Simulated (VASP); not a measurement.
# KCl (Fm-3m) in VASP: notebook

Runs on KCl. Level: r2SCAN. Tasks: single point.

Program: VASP 6.6.1. These are calculated values, not measurements. Logs are shortened: lines on timing, memory, paths and dates and some standing lists are left out, and cuts for length are marked.

**What was measured.**

From a printed reference work, monograph, for a bulk crystal of KCl: band gap 8.68 eV.

The results are compared with them further down.

## 1. The cell of the first run

The structure is cubic, space group Fm-3m (No. 225). Conventional cell: a = 6.161 Å, b = 6.161 Å, c = 6.161 Å, α = 90.00°, β = 90.00°, γ = 90.00°. Within 4.1 Å of K (site symmetry m-3m) lie 6 Cl at 3.08 Å. Within 4.1 Å of Cl (site symmetry m-3m) lie 6 K at 3.08 Å.

## 2. Single point, r2SCAN (29.24 Å³/atom)

File POSCAR:

```
KCl
1.0
    0.0000000000      3.0806485428      3.0806485428
    3.0806485428      0.0000000000      3.0806485428
    3.0806485428      3.0806485428      0.0000000000
K Cl
1 1
Direct
    0.0000000000      0.0000000000      0.0000000000
    0.5000000000      0.5000000000      0.5000000000
```

File INCAR.step1:

```
PREC     = Accurate       # precision mode
ENCUT    = 520            # plane-wave cutoff, eV
ISMEAR   = 0              # smearing method
SIGMA    = 0.01           # smearing width, eV
LREAL    = F              # projectors in reciprocal space
LASPH    = T              # aspherical terms in the spheres
NELM     = 100            # most SCF steps
NBANDS   = 15             # bands
GGA      = PE             # functional
ALGO     = Normal         # electronic algorithm
EDIFF    = 1E-4           # SCF threshold, eV
LWAVE    = T              # write WAVECAR
LCHARG   = F              # write CHGCAR
```

File INCAR.step2:

```
PREC     = Accurate       # precision mode
ENCUT    = 520            # plane-wave cutoff, eV
EDIFF    = 1E-6           # SCF threshold, eV
ISMEAR   = 0              # smearing method
SIGMA    = 0.01           # smearing width, eV
LREAL    = F              # projectors in reciprocal space
LASPH    = T              # aspherical terms in the spheres
NELM     = 100            # most SCF steps
ALGO     = Normal         # electronic algorithm
ISIF     = 2              # what is computed and relaxed
LWAVE    = F              # write WAVECAR
LCHARG   = F              # write CHGCAR
METAGGA  = R2SCAN         # meta-GGA
LMIXTAU  = T            
NBANDS   = 15             # bands
ISTART   = 1
```

File KPOINTS:

```
Automatic mesh
0
Gamma
  6 6 6
```

Potentials or basis: VASP PAW PBE potentials, release 64 (K_sv, Cl).

The run is started by

```console
cat potpaw_PBE.64/K_sv/POTCAR potpaw_PBE.64/Cl/POTCAR > POTCAR
cp INCAR.step1 INCAR
mpirun -np 1 vasp_std > vasp.out
cp INCAR.step2 INCAR
mpirun -np 1 vasp_std > vasp.out
```

OUTCAR:

```text
PREC = Accurate
   ENCUT = 520
   EDIFF = 1E-6
   ISMEAR = 0
   LREAL = F
   LASPH = T
   NELM = 100
   ISIF = 2
   METAGGA = R2SCAN
   ISTART = 1

 ion  position               nearest neighbor table
   1  0.000  0.000  0.000-   2 3.08   2 3.08   2 3.08   2 3.08   2 3.08   2 3.08
   2  0.500  0.500  0.500-   1 3.08   1 3.08   1 3.08   1 3.08   1 3.08   1 3.08

  LATTYP: Found a face centered cubic cell.
 ALAT       =     6.1612970856

  Lattice vectors:

 A1 = (   0.0000000000,   3.0806485428,   3.0806485428)
 A2 = (   3.0806485428,   0.0000000000,   3.0806485428)
 A3 = (   3.0806485428,   3.0806485428,   0.0000000000)

Analysis of symmetry for initial positions (statically):
=====================================================================
 Subroutine PRICEL returns:
 Original cell was already a primitive cell.

 Routine SETGRP: Setting up the symmetry group for a
 face centered cubic supercell.

 Subroutine GETGRP returns: Found 48 space group operations
 (whereof 48 operations were pure point group operations)
 out of a pool of 48 trial point group operations.

The static configuration has the point symmetry O_h .

Analysis of symmetry for dynamics (positions and initial velocities):
=====================================================================
 Subroutine PRICEL returns:
 Original cell was already a primitive cell.

 Routine SETGRP: Setting up the symmetry group for a
 face centered cubic supercell.

 Subroutine GETGRP returns: Found 48 space group operations
 (whereof 48 operations were pure point group operations)
 out of a pool of 48 trial point group operations.

The dynamic configuration has the point symmetry O_h .

 Subroutine INISYM returns: Found 48 space group operations
 (whereof 48 operations are pure point group operations),
 and found     1 'primitive' translations

----------------------------------------------------------------------------------------

                                     Primitive cell

  volume of cell :      58.4731

  direct lattice vectors                    reciprocal lattice vectors
     0.000000000  3.080648543  3.080648543    -0.162303487  0.162303487  0.162303487
     3.080648543  0.000000000  3.080648543     0.162303487 -0.162303487  0.162303487
     3.080648543  3.080648543  0.000000000     0.162303487  0.162303487 -0.162303487

  length of vectors
     4.356694950  4.356694950  4.356694950     0.281117885  0.281117885  0.281117885

  position of ions in fractional coordinates (direct lattice)
     0.000000000  0.000000000  0.000000000
     0.500000000  0.500000000  0.500000000

  ion indices of the primitive-cell ions
   primitive index   ion index
                 1           1
                 2           2

----------------------------------------------------------------------------------------

 KPOINTS: Automatic mesh

Automatic generation of k-mesh.
 Grid dimensions read from file:
 generate k-points for:    6    6    6

 Generating k-lattice:

  Cartesian coordinates                     Fractional coordinates (reciprocal lattice)
    -0.027050581  0.027050581  0.027050581     0.166666667  0.000000000  0.000000000
     0.027050581 -0.027050581  0.027050581     0.000000000  0.166666667  0.000000000
     0.027050581  0.027050581 -0.027050581     0.000000000  0.000000000  0.166666667

  Length of vectors
     0.046852981  0.046852981  0.046852981

  Shift w.r.t. Gamma in fractional coordinates (k-lattice)
     0.000000000  0.000000000  0.000000000

 Subroutine IBZKPT returns following result:
 ===========================================

 Found     16 irreducible k-points:

 Following reciprocal coordinates:
            Coordinates               Weight
  0.000000  0.000000  0.000000      1.000000
  0.166667  0.000000  0.000000      8.000000
  0.333333  0.000000  0.000000      8.000000
  0.500000  0.000000  0.000000      4.000000
  0.166667  0.166667  0.000000      6.000000
  0.333333  0.166667  0.000000     24.000000
[... 8 lines left out ...]
 -0.333333  0.333333  0.166667     24.000000
 -0.333333  0.500000  0.166667     12.000000
   k-points           NKPTS =     16   k-points in BZ     NKDIM =     16   number of bands    NBANDS=     15
   number of dos      NEDOS =    301   number of ions     NIONS =      2
   total plane-waves  NPLWV =  32768
   dimension x,y,z NGX =    32 NGY =   32 NGZ =   32
   dimension x,y,z NGXF=    64 NGYF=   64 NGZF=   64
   ions per type =               1   1
   NGX,Y,Z   is equivalent  to a cutoff of  12.21, 12.21, 12.21 a.u.
   NGXF,Y,Z  is equivalent  to a cutoff of  24.42, 24.42, 24.42 a.u.
 SYSTEM =  unknown system
   PREC   = accura    normal or accurate (medium, high low for compatibility)
   ISTART =      1    job   : 0-new  1-cont  2-samecut
   ICHARG =      0    charge: 1-file 2-atom 10-const
   ISPIN  =      1    spin polarized calculation?
   LNONCOLLINEAR =      F non collinear calculations
   LSORBIT =      F    spin-orbit coupling
   LASPH  =      T    aspherical Exc in radial PAW
   ENCUT  =  520.0 eV  38.22 Ry    6.18 a.u.   8.10  8.10  8.10*2*pi/ulx,y,z
   NELM   =    100;   NELMIN=  2; NELMDL=  0     # of ELM steps
   EDIFF  = 0.1E-05   stopping-criterion for ELM
   LREAL  =      F    real-space projection
   EDIFFG = 0.1E-04   stopping-criterion for IOM
   NSW    =      0    number of steps for IOM
   IBRION =     -1    ionic relax: 0-MD 1-quasi-New 2-CG
   NFREE  =      0    steps in history (QN), initial steepest desc. (CG)
   ISIF   =      2    stress and relaxation
   ISYM   =      2    0-nonsym 1-usesym 2-fastsym
   POTIM  = 0.5000    time-step for ionic-motion
   TEBEG  =    0.0;   TEEND  =   0.0 temperature during run
   PSTRESS=    0.0 pullay stress
   NELECT =      16.0000    total number of electrons
   NUPDOWN=      -1.0000    fix difference up-down
   EMIN   =  10.00;   EMAX   =-10.00  energy-range for DOS
   EFERMI =   0.00;   METHOD = LEGACY
   ISMEAR =     0;   SIGMA  =   0.01  broadening in eV -4-tet -1-fermi 0-gaus
   EFERMI_NEDOS =   21; number of points for ismear=-14 and -15
   IALGO  =     38    algorithm
   IMIX   =      4    mixing-type and parameters
     AMIX     =   0.40;   BMIX     =  1.00
     AMIX_MAG =   1.60;   BMIX_MAG =  1.00
  volume/ion in A,a.u.               =      29.24       197.30
  Fermi-wavevector in a.u.,A,eV,Ry     =   1.062827  2.008452 15.369164  1.129602
  Thomas-Fermi vector in A             =   2.198291
   LORBIT       =      0    0 simple, 1 ext, 2 COOP (PROOUT), +10 PAW based schemes
   METAGGA = R2SCAN    functional components
   LHFCALC =     F    Hartree Fock is set to
   AEXX    =    0.0000 exact exchange contribution
   IVDW    =     0    specifies the selected vdW correction
   LEPSILON=     F    determine dielectric tensor
   LRPA    =     F    only Hartree local field effects (RPA)
 non-spin polarized calculation
 Gauss-broadening in eV      SIGMA  =   0.01
  energy-cutoff  :      520.00
  volume of cell :       58.47
 maximum number of plane-waves:      1591
   NGX = 17   NGY = 17   NGZ = 17

 number of electron      16.0000000 magnetization

 Free energy of the ion-electron system (eV)
  ---------------------------------------------------
  ext. energy  EPLUGINS =         0.00000000
  ---------------------------------------------------
  free energy    TOTEN  =       -16.48951843 eV

  energy without entropy =      -16.48951843  energy(sigma->0) =      -16.48951843

 E-fermi :  -1.8653     XC(G=0):  -8.2411

 val. band max:       -2.0002088706   @ k =   0.0000   0.0000   0.0000
 cond. band min:       4.0637125434   @ k =   0.0000   0.0000   0.0000
 fundamental gap:      6.0639214140
 Fermi energy:        -1.8653491848

 k-point     1 :       0.0000    0.0000    0.0000
  band No.  band energies     occupation
      1     -30.1192      2.00000
      2     -14.7474      2.00000
      3     -12.8121      2.00000
      4     -12.8121      2.00000
      5     -12.8121      2.00000
      6      -2.0002      2.00000
      7      -2.0002      2.00000
      8      -2.0002      2.00000
      9       4.0637      0.00000
     10       7.0519      0.00000
     11       7.0519      0.00000
     12       7.0519      0.00000
     13       8.1326      0.00000
     14       8.1326      0.00000
     15      11.6074      0.00000

 k-point     2 :       0.1667    0.0000    0.0000
  band No.  band energies     occupation
      1     -30.1155      2.00000
      2     -14.7994      2.00000
      3     -12.8144      2.00000
      4     -12.8144      2.00000
      5     -12.7425      2.00000
      6      -2.3416      2.00000
      7      -2.0994      2.00000
      8      -2.0994      2.00000
      9       4.7342      0.00000
     10       6.8488      0.00000
     11       7.4344      0.00000
     12       7.4344      0.00000
     13       8.5597      0.00000
     14       8.5597      0.00000
     15      12.6987      0.00000

 k-point     3 :       0.3333    0.0000    0.0000
  band No.  band energies     occupation
      1     -30.1083      2.00000
      2     -14.8945      2.00000
      3     -12.8192      2.00000
      4     -12.8192      2.00000
      5     -12.6113      2.00000
      6      -2.9130      2.00000
      7      -2.2868      2.00000
      8      -2.2868      2.00000
      9       5.9137      0.00000
     10       7.0241      0.00000
     11       8.4809      0.00000
     12       8.4809      0.00000
     13       9.6365      0.00000
     14       9.6365      0.00000
     15      12.1631      0.00000
[... 199 lines left out ...]
 k-point    15 :      -0.3333    0.3333    0.1667
  band No.  band energies     occupation
      1     -30.1015      2.00000
      2     -14.7882      2.00000
      3     -12.9081      2.00000
      4     -12.8859      2.00000
      5     -12.6898      2.00000
      6      -2.7819      2.00000
      7      -2.4810      2.00000
      8      -2.3974      2.00000
      9       6.6280      0.00000
     10       6.8818      0.00000
     11       8.9639      0.00000
     12       9.1363      0.00000
     13      10.2393      0.00000
     14      11.0677      0.00000
     15      11.0796      0.00000

 k-point    16 :      -0.3333    0.5000    0.1667
  band No.  band energies     occupation
      1     -30.1004      2.00000
      2     -14.7070      2.00000
      3     -12.9636      2.00000
      4     -12.9091      2.00000
      5     -12.7555      2.00000
      6      -2.6196      2.00000
      7      -2.4698      2.00000
      8      -2.3882      2.00000
      9       5.7856      0.00000
     10       7.7067      0.00000
     11       8.2826      0.00000
     12       9.3450      0.00000
     13      10.0650      0.00000
     14      10.7733      0.00000
     15      11.4880      0.00000

------------------------ aborting loop because EDIFF is reached ----------------------------------------

  FORCE on cell =-STRESS in cart. coord.  units (eV):
  Direction    XX          YY          ZZ          XY          YZ          ZX
  --------------------------------------------------------------------------------------
  -------------------------------------------------------------------------------------
  Total        0.5174536      0.5174536      0.5174536      0.0000000      0.0000000      0.0000000
  in kB       14.1783460     14.1783460     14.1783460      0.0000000      0.0000000      0.0000000
  external PRESSURE =      14.1783460 kB  Pullay stress =       0.0000000 kB

 VOLUME and BASIS-vectors are now :
 -----------------------------------------------------------------------------
  energy-cutoff  :      520.00
  volume of cell :       58.47
      direct lattice vectors                 reciprocal lattice vectors
     0.000000000  3.080648543  3.080648543    -0.162303487  0.162303487  0.162303487
     3.080648543  0.000000000  3.080648543     0.162303487 -0.162303487  0.162303487
     3.080648543  3.080648543  0.000000000     0.162303487  0.162303487 -0.162303487

 POSITION                                       TOTAL-FORCE (eV/Angst)
 -----------------------------------------------------------------------------------
      0.00000      0.00000      0.00000         0.000000     -0.000000     -0.000000
      3.08065      3.08065      3.08065        -0.000000      0.000000      0.000000
 -----------------------------------------------------------------------------------
    total drift:                                0.000000     -0.000000     -0.000000

  FREE ENERGIE OF THE ION-ELECTRON SYSTEM (eV)
  ---------------------------------------------------
  free  energy   TOTEN  =       -16.4895184251 eV

  energy  without entropy=      -16.4895184251  energy(sigma->0) =      -16.48951843
```

Wall time 17 s (1 thread of Intel Xeon 6975P-C (Granite Rapids), shared host); peak memory 0.18 GiB.

What came out:

```
Free energy            : -16.4895 eV
Pressure               : 1.4 GPa
Band gap on the k mesh : 6.06 eV
```

Caveat: the PAW data sets were made with another functional, which shifts forces and pressure a little.

[end of part 1 of 2]
